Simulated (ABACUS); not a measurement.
Input of an ABACUS 3.10.1 run:

File INPUT:

```
INPUT_PARAMETERS
suffix              Si
calculation         scf
basis_type          lcao
pseudo_dir          ./
orbital_dir         ./
symmetry            1
dft_functional      pz
ecutwfc             100
pseudo_rcut         10
nspin               1
nbands              14
ks_solver           genelpa
smearing_method     fd
smearing_sigma      0.00367493
scf_thr             1e-07
scf_nmax            100
mixing_type         broyden
mixing_beta         0.7
cal_force           1
cal_stress          1
out_mul             1
out_chg             1
```

The input STRU:

```
ATOMIC_SPECIES
Si 28.0850 Si.upf

NUMERICAL_ORBITAL
Si_confined-atom_7au_2s2p1d.orb

LATTICE_CONSTANT
1.8897261246

LATTICE_VECTORS
0.0000000000 2.7218511865 2.7218511865
2.7218511865 0.0000000000 2.7218511865
2.7218511865 2.7218511865 0.0000000000

ATOMIC_POSITIONS
Direct

Si
0.0
2
0.5000000000 0.5000000000 0.5000000000 1 1 1
0.7500000000 0.7500000000 0.7500000000 1 1 1
```

Contents of KPT:

```
K_POINTS
0
Gamma
7 7 7 0 0 0
```

Potentials or basis: PseudoDojo NC SR 0.4.1 LDA stringent, DZP LCAO (the cutoffs set its grid).

Run with:

```sh
$ OMP_NUM_THREADS=1 mpirun -np 4 abacus > log
```

(1) Estimate the band gap on the k mesh.

(2) What does it give for the pressure?

Answers

(1) 0.56 eV, indirect (least direct gap 2.55 eV).

(2) -1.6 GPa.

Caveat: the atomic orbitals were generated for these runs and aren't a published set; an odd mesh through Γ misses points on the zone boundary, where band edges often lie; the basis of atomic orbitals isn't converged, which shifts pressures, moduli and gaps.
